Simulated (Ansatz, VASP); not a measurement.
## Ga in VASP and in Ansatz

Contents of INCAR:

```
SYSTEM = Ga
PREC = Accurate
ENCUT = 520
EDIFF = 1E-7
ISMEAR = -1
SIGMA = 0.05
LREAL = .False.
LASPH = .True.
NELM = 80
ALGO = Normal
ISIF = 2
LWAVE = .False.
LCHARG = .False.
GGA = PS
NBANDS = 12
```

KPOINTS

```
regular mesh
0
Gamma
  13 13 13
  0 0 0
```

The input POSCAR:

```
Ga
1.0
   -1.3935671902      1.3935671902      2.3265304007
    1.3935671902     -1.3935671902      2.3265304007
    1.3935671902      1.3935671902     -2.3265304007
Ga
1
Direct
    0.0000000000      0.0000000000      0.0000000000
```

Contents of input.yaml:

```yaml
crystal:
  lattice:
    - [-1.3935671902, 1.3935671902, 2.3265304007]
    - [1.3935671902, -1.3935671902, 2.3265304007]
    - [1.3935671902, 1.3935671902, -2.3265304007]
  atoms:
    - { symbol: Ga, position: [0.0, 0.0, 0.0] }
hamiltonian:
  xc: pbesol
  pseudopotentials: { kind: paw }
kpoints:
  mp_grid: { grid: [13, 13, 13] }
scf:
  occupations: { method: fermi_dirac, width: 0.05 }
output:
  forces: true
  stress: true
  eigenvalues: true
```

Change from the starting cell: volume scaled by 1.02.

Alike in both runs: task single point; functional PBEsol; k mesh 13 × 13 × 13; occupations fermi-dirac, width 0.05 eV; no spin polarisation.

|  | VASP | Ansatz |
| --- | --- | --- |
| version | VASP 6.6.1 | Ansatz 0.2.0 |
| potentials or method | VASP PAW PBE potentials, release 64 (Ga_d) | Ansatz PAW |
| plane-wave cutoff (eV) | 520 | 420 |
| valence electrons in the cell | 13 | 13 |

```tsv
	VASP	Ansatz	Ansatz less VASP
gap on the k mesh at the Fermi level (eV)	none	none	-
pressure (GPa)	-1.4	-1.5	-0.06
```

A gap of «none» marks a metal or a gap that the smearing closes.

Caveats: the PAW data sets were made with another functional, which shifts forces and pressure a little (VASP); the PAW data sets come from PBE, with cores solved anew for the run's functional, which leaves a small shift of forces and pressure (Ansatz).
